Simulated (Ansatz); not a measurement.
**TiO2: stable or not**

It was relaxed at this level from a cell as deposited in COD.

Level of theory: Ansatz 0.2.0, DFT PBE, scalar-relativistic, plane waves, PAW. The final run on the 6-atom cell used 420 eV, a Γ-centred 10×10×10 mesh, 0.02 eV smearing and no spin polarisation.

```yaml
crystal:
  lattice:
    - [-1.89981, 1.89981, 4.84792]
    - [1.89981, -1.89981, 4.84792]
    - [1.89981, 1.89981, -4.84792]
  atoms:
    - { symbol: Ti, position: [0.00000, 0.00000, 0.00000] }
    - { symbol: Ti, position: [0.75000, 0.25000, 0.50000] }
    - { symbol: O, position: [0.20651, 0.20651, 0.00000] }
    - { symbol: O, position: [0.95651, 0.45651, 0.50000] }
    - { symbol: O, position: [0.54349, 0.04349, 0.50000] }
    - { symbol: O, position: [0.79349, 0.79349, 0.00000] }
```

Formation energies are uncorrected and refer to the elements' standard structures at the same level (O₂ as a molecule).

Question: These tests were run: energy against the elements; random kick, then relaxation without symmetry; phonons at Γ; elastic tensor. What do they show?

Answer:

```csv
test,result
energy against the elements,−3.049 eV/atom
"random kick, then relaxation without symmetry",returns
phonons at Γ,lowest optical mode 111 cm⁻¹
elastic tensor,least eigenvalue 48 GPa
```

It fails none of these tests. Competing phases weren't compared here. Phonons away from Γ weren't computed.

The kick test ran on a coarse mesh. The run for the phonons used a 10×10×10 k mesh. The run for the elastic tensor used a 10×10×10 k mesh.
